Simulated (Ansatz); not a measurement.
A distorted cell of InN (zinc blende):

```yaml
crystal:
  lattice:
    - [0.00000, 4.99990, 4.99990]
    - [2.49995, 0.00000, 2.49995]
    - [2.49995, 2.49995, 0.00000]
  atoms:
    - { symbol: N, position: [0.34267, 0.77156, 0.77156] }
    - { symbol: N, position: [0.90733, 0.72844, 0.72844] }
    - { symbol: In, position: [0.00088, 0.99941, 0.99941] }
    - { symbol: In, position: [0.49912, 0.00059, 0.00059] }
```

These are r2SCAN (plane waves to 500 eV, PAW, scalar-relativistic; Ansatz, an electronic-structure program) values and carry that method's errors. k mesh 11×11×11 (Γ-centred), Fermi-Dirac smearing 0.05 eV. Stress and pressure are positive under compression. With partly filled bands, energies and forces of such displacements shift with the k mesh and the smearing. At this level the bands of InN touch or barely overlap; measurements give the solid a gap. InN was relaxed with its symmetry unable to fall. The PAW data are Ansatz's earlier set.

Task: Predict the force on every atom, in eV/Å.

Result: 
```
atom      Fx      Fy      Fz
----  ------  ------  ------
N1    -2.526   2.526   2.526
N2     1.410  -1.410  -1.410
In3    1.120  -1.120  -1.120
In4   -0.003   0.003   0.003
```

Task: What is the stress tensor (GPa)?

Result: 
```
    3.3     -2.0     -2.0
   -2.0      3.3      2.0
   -2.0      2.0      3.3
```
The pressure, a third of the trace, is 3.3 GPa.

(For displaced atoms, the force is minus the slope of the energy, and its curvature is a force constant, which sets phonon frequencies.)
